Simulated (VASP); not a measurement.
## CsSnI3 under changes of volume

One of the cells (47.726 Å³/atom); the others are scaled copies at fixed shape and fractional positions:

```
Cs I Sn
1.0
     6.20262    0.00000    0.00000
     0.00000    6.20262    0.00000
     0.00000    0.00000    6.20262
Cs I Sn
1 3 1
Direct
  0.00000 0.00000 0.00000
  0.50000 0.50000 0.00000
  0.50000 0.00000 0.50000
  0.00000 0.50000 0.50000
  0.50000 0.50000 0.50000
```

```yaml
Program: VASP 6.6.1
Functional: PBE
Dispersion: D3(BJ)
Potentials_or_basis: VASP PAW PBE potentials, release 64 (Cs_sv, I, Sn_d)
Cutoff: 520 eV
k_mesh: 4 × 4 × 4
Occupations: gaussian, width 0.02 eV
Spin: no spin polarisation
```

```tsv
volume (Å³/atom)	energy over the lowest point (meV/atom)	pressure (GPa)	gap on the mesh (eV)
45.817	4.56	0.8	0.10
46.772	1.10	0.4	0.20
47.726	0.00	0.0	0.29
48.681	?	?	?
49.635	3.92	-0.7	0.46
```

**Question.** What does the run at 48.681 Å³/atom give?

**Answer.** Energy over the lowest point 1.01 meV/atom; pressure -0.4 GPa; gap on the mesh 0.38 eV.

Worked out: A Birch-Murnaghan fit of order 2 (a polynomial in V^(-2/3)) to the other rows has its minimum at 47.73 Å³/atom with B0 = V·E''(V) = 17.7 GPa. It gives 1.00 meV/atom at 48.681 Å³/atom, against the run's 1.01, and -dE/dV = -0.3 GPa, against -0.4. A straight line through the other rows of the gap, of slope 4.48 eV per unit of ln V (its deformation potential), gives 0.38 eV, against the run's 0.38.

Energies are extrapolated to zero smearing.

Caveats: spin-orbit coupling is left out, which moves the levels of the heavy elements.

A mesh can miss the band edges.
